All-electron FLAPW DFT calculations with FLEUR MaX-R8.1 (later development tree) for body-centred cubic Mo, without spin polarisation, spin–orbit coupling or dispersion correction. All runs use a 12 × 12 × 12 k mesh and Fermi–Dirac smearing of 0.05 eV. The tabulated quantities come from fits of energy against volume; the slope is the pressure derivative of the bulk modulus.

```
functional  equilibrium volume (Å³/atom)  bulk modulus (GPa)  bulk modulus slope
       LDA                        15.054              296.40               4.310
       PBE                        15.771              263.50               4.840
    PBEsol                        15.319              282.70               4.260
      RPBE                        15.985              251.40               4.280
    r2SCAN                        15.630              274.10               4.190
      SCAN                        15.529              278.20               4.190
```

## One crystal, six answers

Every row describes the same body-centred cubic molybdenum, and the main difference is the density functional, the approximation for exchange and correlation between electrons. A few numerical settings also vary, most clearly in the PBE run. The equilibrium volume rises in the order LDA, PBEsol, SCAN, r2SCAN, PBE, RPBE. The bulk modulus, which measures resistance to uniform compression, falls in exactly the same order. From LDA to RPBE the volume grows by 6% and the modulus drops by 15%.

The table alone does not show which functional is the most accurate, because it holds no measured reference. A comparison with experiment would also need the effects of temperature and zero-point motion, which are absent here.

## Why gradients push the atoms apart

LDA treats each small region of the crystal as if it belonged to a uniform electron gas. Real electron density is uneven: it is high near the nuclei and thin between them. GGAs (here PBEsol, PBE and RPBE) also use the density gradient, and their exchange energy is lowered where the density varies quickly compared with its local value.

Moving the atoms apart thins the density between them and makes it less even. A functional that rewards unevenness therefore lowers the energy of the expanded crystal more than that of the compressed one. The result acts like an outward pressure added to LDA. In standard theory the gradient terms of correlation work against this push, but those of exchange usually outweigh them. The calculation did not separate the two.

The pressure itself can be read from the total energies, by comparing how steeply they change with volume in LDA and in another functional. On the compressed side of the supplied cell, which has 15.89 Å³ per atom, PBEsol adds about 5 GPa and RPBE about 17 GPa. All five functionals push outward relative to LDA, and the strength of the push follows the order of the equilibrium volumes.

## Why the larger crystal is softer

Stretching a metal weakens the overlap between orbitals on neighbouring atoms, and it also weakens the repulsion that resists compression. The energy curve then bends less sharply, and the bulk modulus, which follows this curvature, falls. A functional that settles at a larger volume is therefore expected to give a softer crystal.

LDA's own curve shows how much softening the change of volume alone would bring. Let $V_0$ be its equilibrium volume, $B_0$ its bulk modulus there, and $B_0'$ the bulk modulus slope, the rate at which the modulus rises with pressure. If that rise is linear, $B=B_0+B_0'P$. Combining this with the definition $B=-V\,dP/dV$ and integrating gives

$$B(V)=B_0\left(\frac{V_0}{V}\right)^{B_0'} .$$

At RPBE's volume the LDA curve gives

$$B=296.4\left(\frac{15.054}{15.985}\right)^{4.31}\approx 229\ \text{GPa}.$$

RPBE itself gives 251 GPa. The estimate has the right direction but overshoots: it predicts a fall of 68 GPa where the calculation finds 45 GPa. It has no adjusted constant and takes only the volume from the RPBE row. The output below repeats it for every row.

## Why the estimate overshoots

The same overshoot appears for all five other functionals. At equal volume the estimate makes each of them stiffer than LDA, by 8 GPa for PBEsol and by 19 to 23 GPa for the rest. LDA's high tabulated modulus therefore does not mean that it describes inherently stiffer bonds. It is high because LDA settles at a small volume.

The extra stiffness reflects how the added outward pressure changes with volume. Were that pressure the same at every volume, it would move the equilibrium but leave the stiffness at a given volume unchanged. Instead it fades as the crystal expands: for RPBE it falls from about 17 GPa on the compressed side to 15 GPa on the expanded side. Compression thus meets a growing push, and a growing push is additional stiffness.

Two effects therefore compete. The terms beyond LDA move the crystal to a larger volume, where it is softer, but they also make it somewhat stiffer than LDA would be at that volume. The first effect wins for all five functionals. For PBEsol the fading is smaller than the possible rounding error of the energies used, so in that row the extra stiffness rests on the fitted curves alone.

The estimate depends on LDA's slope, which is less secure than its small fit error suggests, because only one computed volume lies below the LDA minimum. To remove the overshoot for RPBE, however, the slope would have to be about 2.7 instead of 4.3.

There is a practical consequence. Running LDA at the cell found with another functional does not reproduce that functional's bulk modulus. By this estimate, the result would be too low in all five cases.

## Why the type of functional does not set the order

SCAN and r2SCAN are meta-GGAs: besides the density and its gradient they use the kinetic-energy density, which helps them to distinguish kinds of bonding. This extra ingredient does not carry them to one end of the series. Both lie between PBEsol and PBE in volume, and the three GGAs alone span 0.67 of the total 0.93 Å³ per atom.

Among the GGAs, which share the same ingredients, the order is expected to follow how strongly each responds to uneven density. PBEsol was built with a weaker gradient response than PBE, so it stays closer to LDA. RPBE's exchange responds more strongly than PBE's once the gradients become larger, and its crystal expands further. For the meta-GGAs the total energies show a push of intermediate strength, but they cannot show which part of the functional sets it.

SCAN and r2SCAN differ by only 0.10 Å³ per atom and 4 GPa. The outputs do not show whether the potential of these two functionals was treated self-consistently, and they list a cutoff for the non-spherical part of the potential for r2SCAN but not for SCAN. Both points would have to be settled, and tests with finer meshes and larger basis sets made, before the gap deserves a physical explanation.

## The odd slope of PBE

PBE follows the order in volume and modulus, but its bulk modulus slope is 4.84, while the other five lie between 4.19 and 4.31. The slope depends on how the curvature of the energy changes with volume, so small irregularities in the energies disturb it far more than they disturb the volume.

The PBE run used a smaller plane-wave basis than the others. Its energies scatter about the fitted curve by 0.10 meV per atom, against less than 0.01 meV in every other row. A numerical cause is therefore likely, though only a repeat with the larger basis could confirm it. Until then, the PBE slope should not be used to predict how molybdenum stiffens under pressure, and its bulk modulus is also less certain than the others.

The analysis program printed:

```
Softening against LDA and the estimate along the LDA curve:
     row  volume above LDA (A^3)  modulus change (GPa)  LDA curve at this volume (GPa)  stiffer than LDA at equal volume (GPa)
     LDA                       0                     0                           296.4                                       0
     PBE                   0.717                 -32.9                           242.5                                   20.96
  PBEsol                   0.265                 -13.7                           274.9                                   7.775
    RPBE                   0.931                   -45                           228.9                                   22.55
  r2SCAN                   0.576                 -22.3                           252.1                                   21.99
    SCAN                   0.475                 -18.2                           259.3                                   18.94
Outward pressure added to LDA from total energies:
     row  smaller volumes (GPa)  larger volumes (GPa)  fading (GPa)
     LDA                      0                     0             0
     PBE                  13.27                 11.59          1.68
  PBEsol                  5.041                 4.537        0.5041
    RPBE                  16.64                 14.95          1.68
  r2SCAN                  10.75                 9.242         1.512
    SCAN                  8.906                 7.561         1.344
Largest rounding error of the fading (GPa): 0.6721
Volume of RPBE above LDA (%): 6.184
Cube edge of RPBE above LDA (%): 2.02
Bulk modulus of RPBE below LDA (%): 15.18
Softening from LDA to RPBE expected along the LDA curve (GPa): 67.55
Softening from LDA to RPBE computed (GPa): 45
Percent fall of modulus per percent of volume between LDA and RPBE: 2.744
Volume spread within the three GGAs (A^3/atom): 0.666
Volume spread over all six functionals (A^3/atom): 0.931
Volume of r2SCAN above SCAN (A^3/atom): 0.101
Modulus of r2SCAN below SCAN (GPa): 4.1
Volume of RPBE above PBE (A^3/atom): 0.214
Bulk modulus slope of PBE: 4.84
Smallest slope of the other five: 4.19
Largest slope of the other five: 4.31
```
